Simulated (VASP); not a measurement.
Crystal: CuO.

```xyz
4
Lattice="2.3446 -1.7134 0.0000 2.3446 1.7134 0.0000 -0.8605 0.0000 5.0594" Properties=species:S:1:pos:R:3 pbc="T T T"
Cu    1.1723    0.8457    0.0000
Cu    0.7420   -0.8457    2.5297
O     2.0724   -0.2841    1.2836
O     1.6421    0.2841    3.8133
```

```yaml
Program: VASP 6.6.1
Task: single point
Functional: PBE
Potentials_or_basis: VASP PAW PBE potentials, release 64 (Cu, O)
Cutoff: 520 eV
k_mesh: 10 × 10 × 5
Occupations: fermi-dirac, width 0.05 eV
Spin: no spin polarisation
```

On this cell: pressure 6.4 GPa; largest force 0.789 eV/Å; band gap on the k mesh none (metal or under the smearing width).

The same run follows on a disturbed copy (atoms moved at random, drawn with an rms of 0.05 Å):

```
Cu O
1.0
     2.34465   -1.71340    0.00000
     2.34465    1.71340    0.00000
    -0.86055    0.00000    5.05944
Cu O
2 2
Direct
  0.01210 0.48360 0.99524
  0.50514 0.00741 0.49728
  0.56592 0.41173 0.26099
  0.41055 0.57988 0.75814
```

Q: What changes?

A: The energy (extrapolated to zero smearing) moves by +16.8 meV/atom; pressure 7.4 GPa; largest force 1.326 eV/Å; band gap on the k mesh none (metal or under the smearing width).

Forces on the atoms (eV/Å):
```
Cu  -0.729  0.492  0.707
Cu  -0.919 -0.308  0.834
O    0.941  0.219 -0.909
O    0.707 -0.403 -0.632
```

Stress tensor (GPa, compression positive):
```
 7.91  0.34 -2.91
 0.34  7.32 -0.64
-2.91 -0.64  7.10
```

Caveats: the run has no spin polarisation, though such a crystal can be magnetic; semilocal functionals often make such compounds metallic where correlation or magnetic order opens a gap, which also shifts bond lengths.
